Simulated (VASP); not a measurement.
# H17O8F in VASP: further runs, part 2 of 2

VASP 6.6.1. The steps go on from the part before.

## 3. Single point, r2SCAN+D3(BJ)

POSCAR reads:

```
H17O8F
1.0
    6.4950650000      0.0000000000      0.0000000000
    0.0000000000      6.4950650000      0.0000000000
    0.0000000000      0.0000000000      6.4950650000
O H F
8 17 1
Direct
    0.9511529138      0.6883379920      0.6051055686
    0.6824104147      0.4223976203      0.4538984598
    0.1024008228      0.8184675596      0.9851633509
    0.8650259851      0.1893437556      0.9639934319
    0.1495443079      0.2468181612      0.6372684492
    0.5839202533      0.4829358906      0.8603609048
    0.3468787456      0.7162206999      0.3421212875
    0.1712992865      0.2295435073      0.2558249994
    0.8428399100      0.7836719109      0.6275071920
    0.8728934968      0.5778695055      0.5482778078
    0.5867839660      0.4136217266      0.3362245028
    0.7002085429      0.2545625025      0.4447222622
   -0.0252191472      0.8764808358      1.0475799703
    0.0372128685      0.7425483810      0.8608381902
    1.0015912081      0.1638320787      0.8863652635
    0.7844879151      0.2944543280      0.8904144916
    0.1666342061      0.2954396915      0.4951451602
    0.2483116027      0.1393211615      0.6075535811
    0.6544969142      0.6167143824      0.8309847553
    0.5092173827      0.4530516631      0.7375907708
    0.2608903837      0.7489070548      0.2146090917
    0.2209831618      0.7322328568      0.4433365948
    0.0773818276      0.2995351086      0.1581354459
    0.2773952224      0.1532086284      0.2025075962
    0.5042135837      0.8724777966      0.3998574302
    0.6281384405      0.9576193618      0.3919283333
```

INCAR.step1 reads:

```
SYSTEM = H17O8F
ALGO = Normal
EDIFF = 1E-4
ENCUT = 520
GGA = PE
ISMEAR = -1
LASPH = .TRUE.
LCHARG = .FALSE.
LREAL = Auto
LWAVE = .TRUE.
NBANDS = 55
NELM = 60
PREC = Accurate
SIGMA = 0.05
```

INCAR.step2 reads:

```
SYSTEM = H17O8F
ALGO = Normal
EDIFF = 1E-6
ENCUT = 520
ISIF = 2
ISMEAR = -1
ISTART = 1
IVDW = 12
LASPH = .TRUE.
LCHARG = .FALSE.
LMIXTAU = .TRUE.
LREAL = Auto
LWAVE = .FALSE.
METAGGA = R2SCAN
NBANDS = 55
NELM = 60
PREC = Accurate
SIGMA = 0.05
VDW_A1 = 0.49484001
VDW_A2 = 5.73083694
VDW_S6 = 1.0
VDW_S8 = 0.78981345
```

KPOINTS reads:

```
k-points
0
G
  1 1 1
  0 0 0
```

Potentials or basis: VASP PAW PBE potentials, release 64 (O, H, F).

Run with:

```console
$ cat potpaw_PBE.64/O/POTCAR potpaw_PBE.64/H/POTCAR potpaw_PBE.64/F/POTCAR > POTCAR
$ cp INCAR.step1 INCAR
$ mpirun -np 1 vasp_gam > vasp.out
$ cp INCAR.step2 INCAR
$ mpirun -np 1 vasp_gam > vasp.out
```

OUTCAR:

```text
SYSTEM = H17O8F
   EDIFF = 1E-6
   ENCUT = 520
   ISIF = 2
   ISMEAR = -1
   ISTART = 1
   IVDW = 12
   LASPH = .TRUE.
   LREAL = Auto
   METAGGA = R2SCAN
   NELM = 60
   PREC = Accurate
 IVDW          = 12

 ion  position               nearest neighbor table
   1  0.951  0.688  0.605-   9 0.95  10 0.95
   2  0.682  0.422  0.454-  11 0.99  12 1.10
   3  0.102  0.818  0.985-  13 1.00  14 1.04
   4  0.865  0.189  0.964-  16 0.98  15 1.03
   5  0.150  0.247  0.637-  18 0.97  17 0.98
   6  0.584  0.483  0.860-  20 0.95  19 1.00
   7  0.347  0.716  0.342-  21 1.02  22 1.05
   8  0.171  0.230  0.256-  24 0.92  23 0.99
   9  0.843  0.784  0.628-   1 0.95
  10  0.873  0.578  0.548-   1 0.95
  11  0.587  0.414  0.336-   2 0.99
  12  0.700  0.255  0.445-   2 1.10
  13  0.975  0.876  0.048-   3 1.00
  14  0.037  0.743  0.861-   3 1.04
[... 10 lines left out ...]
  25  0.504  0.872  0.400-  26 0.98
  26  0.628  0.958  0.392-  25 0.98

  LATTYP: Found a simple cubic cell.
 ALAT       =     6.4950650000

  Lattice vectors:

 A1 = (   6.4950650000,   0.0000000000,   0.0000000000)
 A2 = (   0.0000000000,   6.4950650000,   0.0000000000)
 A3 = (   0.0000000000,   0.0000000000,   6.4950650000)

Analysis of symmetry for initial positions (statically):
=====================================================================
 Subroutine PRICEL returns:
 Original cell was already a primitive cell.

 Routine SETGRP: Setting up the symmetry group for a
 simple cubic supercell.

 Subroutine GETGRP returns: Found  1 space group operations
 (whereof  1 operations were pure point group operations)
 out of a pool of 48 trial point group operations.

The static configuration has the point symmetry C_1 .

Analysis of symmetry for dynamics (positions and initial velocities):
[... 156 lines left out ...]
  volume/ion in A,a.u.               =      10.54        71.12
  Fermi-wavevector in a.u.,A,eV,Ry     =   1.048581  1.981532 14.959919  1.099523
  Thomas-Fermi vector in A             =   2.183509
   LORBIT       =      0    0 simple, 1 ext, 2 COOP (PROOUT), +10 PAW based schemes
   METAGGA = R2SCAN    functional components
   LHFCALC =     F    Hartree Fock is set to
   AEXX    =    0.0000 exact exchange contribution
   IVDW    =    12    specifies the selected vdW correction
   LEPSILON=     F    determine dielectric tensor
   LRPA    =     F    only Hartree local field effects (RPA)
 non-spin polarized calculation
  energy-cutoff  :      520.00
  volume of cell :      274.00
 maximum number of plane-waves:      3625
   NGX = 25   NGY = 25   NGZ = 25

 number of electron      72.0000021 magnetization

 Free energy of the ion-electron system (eV)
  ---------------------------------------------------
  ext. energy  EPLUGINS =         0.00000000
  ---------------------------------------------------
  free energy    TOTEN  =      -133.86878357 eV

  energy without entropy =     -133.86878357  energy(sigma->0) =     -133.86878357

 E-fermi :  -2.7286     XC(G=0):  -6.9528

 val. band max:       -3.9902992480   @ k =   0.0000   0.0000   0.0000
 cond. band min:       0.7386022037   @ k =   0.0000   0.0000   0.0000
 fundamental gap:      4.7289014517
 Fermi energy:        -2.7285563906

 k-point     1 :       0.0000    0.0000    0.0000
  band No.  band energies     occupation
      1     -27.9391      2.00000
      2     -24.6746      2.00000
      3     -24.1120      2.00000
      4     -23.8405      2.00000
      5     -23.8051      2.00000
      6     -23.4557      2.00000
[... 40 lines left out ...]
     47       6.8675      0.00000
     48       6.9247      0.00000
 [bands above 48 left out]

------------------------ aborting loop because EDIFF is reached ----------------------------------------

 Edisp (eV)   -0.40532

 E8    (eV) :    -0.0581

  FORCE on cell =-STRESS in cart. coord.  units (eV):
  Direction    XX          YY          ZZ          XY          YZ          ZX
  --------------------------------------------------------------------------------------
  -------------------------------------------------------------------------------------
  Total      -6.82529    -4.53948    -0.19754    -0.52164    -1.08997     0.81874
  in kB     -39.90994   -26.54398    -1.15506    -3.05020    -6.37347     4.78749
  external pressure =      -22.54 kB  Pullay stress =        0.00 kB

 VOLUME and BASIS-vectors are now :
 -----------------------------------------------------------------------------
  energy-cutoff  :      520.00
  volume of cell :      274.00
      direct lattice vectors                 reciprocal lattice vectors
     6.495065000  0.000000000  0.000000000     0.153963047  0.000000000  0.000000000
     0.000000000  6.495065000  0.000000000     0.000000000  0.153963047  0.000000000
     0.000000000  0.000000000  6.495065000     0.000000000  0.000000000  0.153963047

 POSITION                                       TOTAL-FORCE (eV/Angst)
 -----------------------------------------------------------------------------------
      6.17780      4.47080      3.93020         1.076074      0.494278      0.711617
      4.43230      2.74350      2.94810        -0.612714     -5.211100     -1.608380
      0.66510      5.31600      6.39870        -2.191090     -0.612757     -0.820575
      5.61840      1.22980      6.26120         2.030512     -0.399461     -0.767128
      0.97130      1.60310      4.13910         1.028723     -0.151567      0.079315
      3.79260      3.13670      5.58810         0.932857      1.678813      0.698438
[... 18 lines left out ...]
      3.27490      5.66680      2.59710        -0.273674     -0.576735     -0.741436
      4.07980      6.21980      2.54560         0.358127      0.659671      0.477745
 -----------------------------------------------------------------------------------
    total drift:                               -0.007332      0.009715      0.000857

  FREE ENERGIE OF THE ION-ELECTRON SYSTEM (eV)
  ---------------------------------------------------
  free  energy   TOTEN  =      -134.2741029548 eV

  energy  without entropy=     -134.2741029547  energy(sigma->0) =     -134.27410295
```

Wall time 74 s (1 thread of Intel Xeon 6975P-C (Granite Rapids), shared host); peak memory 0.33 GiB.

What came out:

| Quantity | Value |
| --- | --- |
| Free energy | -134.2741 eV |
| Pressure | -2.3 GPa |
| Largest force | 5.488 eV/Å |
| Band gap on the k mesh | 4.73 eV, direct |
| Dispersion energy per atom | -0.016 eV |

Forces on the atoms (eV/Å):
```
O    1.076  0.494  0.712
O   -0.613 -5.211 -1.608
O   -2.191 -0.613 -0.821
O    2.031 -0.399 -0.767
O    1.029 -0.152  0.079
O    0.933  1.679  0.698
O   -3.827  1.042  0.951
O   -2.370  2.157  0.983
H   -0.447  1.413 -0.276
H   -0.388 -1.468 -0.736
H    0.273  1.337  0.374
H    0.336  3.495  0.906
H    1.095 -0.048 -0.236
H    1.454  0.668  1.406
H   -2.464  0.743  0.568
H    0.268 -0.217  0.109
H   -0.937  0.605 -0.211
H   -0.012 -0.634  1.016
H   -0.841 -1.516  0.356
H   -0.329 -0.138 -0.719
H    1.206 -0.386  0.349
H    2.110 -0.627 -1.127
H    0.769 -1.122  0.086
H    1.754 -1.185 -1.827
H   -0.274 -0.577 -0.741
F    0.358  0.660  0.478
```

Caveat: the PAW data sets were made with another functional, which shifts forces and pressure a little. r2SCAN opens gaps a little over a GGA but as a rule still falls short of measured ones.
